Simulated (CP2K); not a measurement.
Ag:

```
CELL_PARAMETERS angstrom
2.88888 0.00000 0.00000
1.44444 2.50185 0.00000
1.44444 0.83395 2.35876
ATOMIC_POSITIONS crystal
Ag 0.00000 0.00000 0.00000
```

Program: CP2K 2026.2. Alike in all runs: task band structure; potentials or basis POTENTIAL_UZH Ag GTH-PBE-q11; TZVP-MOLOPT-PBE-GTH basis; no spin polarisation; cell as given; k mesh 11 × 11 × 11; smearing fermi-dirac 0.05 eV.

Q: Order these runs on this cell by their pressure, lowest first.
A. level vdW-DF2; cutoff of the non-local correlation (Ry) 300
B. level BLYP
C. level r2SCAN
D. level LDA

A: D (-5.4 GPa), C (-3.7 GPa), B (13.1 GPa), A (18.6 GPa).

Caveats: the potentials were made for another functional, which shifts forces and pressure; the basis of atomic orbitals isn't converged, which shifts pressures, moduli and gaps.

Runs at the PBE level aren't shown here.
